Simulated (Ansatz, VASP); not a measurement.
## One calculation of Sc, two programs

The input INCAR:

```
SYSTEM = Sc
  ALGO = Normal
  EDIFF = 1E-6
  ENCUT = 520
  GGA = PS
  ISIF = 2
  ISMEAR = -1
  LASPH = .TRUE.
  LCHARG = .FALSE.
  LREAL = .FALSE.
  LWAVE = .FALSE.
  NBANDS = 12
  NELM = 60
  PREC = Accurate
  SIGMA = 0.05
```

KPOINTS

```
k-points
0
G
  9 9 9
  0 0 0
```

POSCAR

```
Sc
1.0
    0.0000000000      2.2410075054      2.2410075054
    2.2410075054      0.0000000000      2.2410075054
    2.2410075054      2.2410075054      0.0000000000
Sc
1
Direct
    0.0000000000      0.0000000000      0.0000000000
```

Input for Ansatz:

```yaml
crystal:
  lattice:
    - [0.0, 2.241007505429275, 2.241007505429275]
    - [2.241007505429275, 0.0, 2.241007505429275]
    - [2.241007505429275, 2.241007505429275, 0.0]
  atoms:
    - { symbol: Sc, position: [0.0, 0.0, 0.0] }
basis:
  ecutwfc: 500.0
kpoints:
  mp_grid:
    grid: [9, 9, 9]
hamiltonian:
  xc: pbesol
scf:
  occupations:
    method: fermi_dirac
    width: 0.05
output:
  stress: true
```

This isn't the form of Sc at room conditions, which is hcp.

Alike in both runs: task single point; functional PBEsol; k mesh 9 × 9 × 9; occupations fermi-dirac, width 0.05 eV; no spin polarisation.

|  | VASP | Ansatz |
| --- | --- | --- |
| version | VASP 6.6.1 | Ansatz 0.2.0 |
| potentials or method | VASP PAW PBE potentials, release 64 (Sc_sv) | plane waves, PAW |
| plane-wave cutoff (eV) | 520 | 500 |
| valence electrons in the cell | 11 | 11 |

```tsv
	VASP	Ansatz	Ansatz less VASP
pressure (GPa)	2.7	2.7	-0.02
```

The functional is the same, so the differences come from potentials, cutoffs and numerics.

Caveats: the PAW data sets were made with another functional, which shifts forces and pressure a little (VASP).
